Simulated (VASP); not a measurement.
Wanted: the native input for a VASP 6.6.1 run.

| Property | Result |
| --- | --- |
| Task | single point |
| Functional | PBEsol |
| Potentials or basis | VASP PAW PBE potentials, release 64 (Pd, In_d) |
| Cutoff | 520 eV |
| k mesh | 9 × 9 × 1 |
| Occupations | methfessel-paxton, width 0.1 eV |
| Spin | no spin polarisation |
| Dipole correction | yes |
| Further INCAR settings | ALGO = Fast; EDIFF = 1e-07; NBANDS = 94 |

The structure of InPd lies in POSCAR:

```
InPd
1.0
    4.5939525500      0.0000000000      0.0000000000
   -2.2969762700      3.9784796100      0.0000000000
    0.0000000000      0.0000000000     27.1905762900
Pd In
7 7
Direct
    0.3333333300      0.6666666700      0.2758308600
    0.0000000000      0.0000000000      0.3448059800
    0.6666666700      0.3333333300      0.4137811000
    0.3333333300      0.6666666700      0.4827562200
    0.0000000000      0.0000000000      0.5517313400
    0.6666666700      0.3333333300      0.6207064600
    0.3333333300      0.6666666700      0.6896815800
    0.6666666700      0.3333333300      0.3103184200
    0.3333333300      0.6666666700      0.3792935400
    0.0000000000      0.0000000000      0.4482686600
    0.6666666700      0.3333333300      0.5172437800
    0.3333333300      0.6666666700      0.5862189000
    0.0000000000      0.0000000000      0.6551940200
    0.6666666700      0.3333333300      0.7241691400
```

The input as run:

INCAR

```
  PREC = Accurate
  ENCUT = 520
  EDIFF = 1E-7
  ISMEAR = 1
  SIGMA = 0.1
  LREAL = False
  LASPH = True
  NELM = 80
  ALGO = Fast
  ISIF = 2
  LWAVE = False
  LCHARG = False
  LDIPOL = True
  IDIPOL = 3
  DIPOL = 0.5 0.5 0.500
  GGA = PS
  NBANDS = 94
  LVHAR = True
  LVACPOTAV = True
  ICORELEVEL = 1
  KPAR = 4
```

KPOINTS

```
Automatic mesh
0
Gamma
  9 9 1
```

Potentials or basis: VASP PAW PBE potentials, release 64 (Pd, In_d).

Run with:

```bash
$ cat potpaw_PBE.64/Pd/POTCAR potpaw_PBE.64/In_d/POTCAR > POTCAR
$ mpirun -np 4 vasp_std > vasp.out
```

It gave:

```
Largest force                   : 1.495 eV/Å
Band gap on the k mesh          : none (metal or under the smearing width)
Work function of the upper face : 4.52 eV
Work function of the lower face : 4.41 eV
```

Caveat: the PAW data sets were made with another functional, which shifts forces and pressure a little.

It took 6.7 min on 4 MPI ranks on Intel(R) Xeon(R) 6975P-C (Granite Rapids), on a shared host, peak memory 0.88 GiB a rank.
